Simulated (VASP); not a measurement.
Consider the following.

```
CELL_PARAMETERS angstrom
      0.00000     3.03188     3.03188
      3.03188     0.00000     3.03188
      3.03188     3.03188     0.00000
ATOMIC_POSITIONS crystal
  Zn 0.00000 0.00000 0.00000
  Te 0.25000 0.25000 0.25000
```

The numbers are results of PBEsol GGA, VASP's PBE PAW potentials (set 64) (plane waves; VASP), not measurements. Settings: 400 eV cut-off, Gaussian smearing of 0.050 eV, potentials Zn Te.

Unless said otherwise, spin-orbit coupling is left out, though it shifts the bands of the heavy elements here.

### Question
Give the energies of bands 2 to 12 at the high-symmetry points, in eV from the valence-band maximum.

### Answer

```csv
band,Γ,X,U,L,W
2,-6.98,-6.92,-6.90,-6.92,-6.89
3,-6.98,-6.82,-6.85,-6.92,-6.85
4,-6.98,-6.82,-6.79,-6.73,-6.76
5,-6.73,-6.71,-6.73,-6.73,-6.75
6,-6.73,-6.52,-6.47,-6.58,-6.43
7,0.00,-5.12,-5.01,-5.32,-4.98
8,0.00,-2.26,-3.20,-0.93,-2.94
9,0.00,-2.26,-1.88,-0.93,-2.72
10,1.25,2.17,2.55,1.73,4.56
11,4.33,2.23,4.69,4.98,4.75
12,4.33,9.84,7.70,4.98,5.74
```

The gap is direct, 1.25 eV, from the valence maximum at Γ to the conduction minimum at Γ.

The structure was generated: ZnTe was put into the zinc blende type (F-43m), which need not be its known phase. It was relaxed first.
